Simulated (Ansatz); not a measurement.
# PbO-type PbSe

Computed with Ansatz (plane waves, PAW, 420 eV cutoff): PBEsol, scalar-relativistic, no spin polarisation, Γ-centred 6×6×8 mesh, 0.05 eV Gaussian smearing; PAW files: Ansatz's generated set soft_2.

```yaml
crystal:
  lattice:
    - [5.24429, 0.00000, 0.00000]
    - [0.00000, 5.24429, 0.00000]
    - [0.00000, 0.00000, 3.99483]
  atoms:
    - { symbol: Pb, position: [0.50000, 0.00000, 0.34655] }
    - { symbol: Pb, position: [0.00000, 0.50000, 0.65345] }
    - { symbol: Se, position: [0.00000, 0.00000, 0.00000] }
    - { symbol: Se, position: [0.50000, 0.50000, 0.00000] }
```

This is a trial structure; measured cells of the compound in the Crystallography Open Database are in space group Fm-3m (rock salt).

Path: Γ–X–M–Γ–Z–R–A–Z | X–R | M–A, with Γ = (0.000, 0.000, 0.000), X = (0.000, 0.500, 0.000), M = (0.500, 0.500, 0.000), Z = (0.000, 0.000, 0.500), R = (0.000, 0.500, 0.500), A = (0.500, 0.500, 0.500) in reciprocal vectors of the calculation's cell.

Problem. Is it a metal or an insulator, and if it has a gap, where are the band edges on this path?

Solution. An insulator with a gap of 0.13 eV on the path, the valence band topping at A and the conduction band bottoming between A and Z; the smallest direct gap is 0.75 eV.

Levels between -4 and 4 eV from the Fermi level at the path's named points:
| point | below E_F (eV) | above E_F (eV) |
| --- | --- | --- |
| Γ | -1.54 -1.54 -1.32 -0.27 | 2.31 |
| X | -3.29 -3.29 -1.29 -1.29 -0.44 -0.44 | 1.83 1.83 |
| M | -1.11 -1.11 -0.53 -0.53 -0.23 -0.23 | 0.52 0.52 3.34 3.34 |
| Z | -3.20 -3.20 -2.04 -1.49 -1.23 -1.23 | 0.50 0.65 0.65 0.79 |
| R | -3.47 -3.47 -2.33 -2.33 -1.63 -1.63 | 1.84 1.84 2.74 2.74 |
| A | -3.81 -3.81 -0.07 -0.07 |  |

It took of the order of 100 core-seconds on a shared host.

For elements this heavy, spin–orbit coupling would shift levels and gaps; it isn't included here.
